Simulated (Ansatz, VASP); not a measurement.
## Si in VASP and in Ansatz

```
Si
1.0
     0.00000    2.71356    2.71356
     2.71356    0.00000    2.71356
     2.71356    2.71356    0.00000
Si
2
Direct
  0.25000 0.25000 0.25000
  0.00000 0.00000 0.00000
```

Alike in both runs: task relaxation of cell and atoms; functional PBEsol; k mesh 12 × 12 × 12; occupations fermi-dirac, width 0.1 eV; no spin polarisation.

|  | VASP | Ansatz |
| --- | --- | --- |
| version | VASP 6.6.1 | Ansatz 0.2.0 |
| potentials or method | VASP PAW PBE potentials, release 64 (Si) | PAW with Ansatz's default frozen-core files, scalar-relativistic |
| plane-wave cutoff (eV) | 600 | 420 |
| valence electrons in the cell | 8 | 8 |

|  | VASP | Ansatz | Ansatz less VASP |
| --- | --- | --- | --- |
| relaxed volume (Å³/atom) | 20.07 | 20.05 | -0.023 |
| relaxed cell length with the largest relative difference (Å) | 3.843 | 3.842 | -0.0015 |

Caveats: the PAW data sets were made with another functional, which shifts forces and pressure a little (VASP). Zero-point motion and thermal expansion aren't in these numbers.
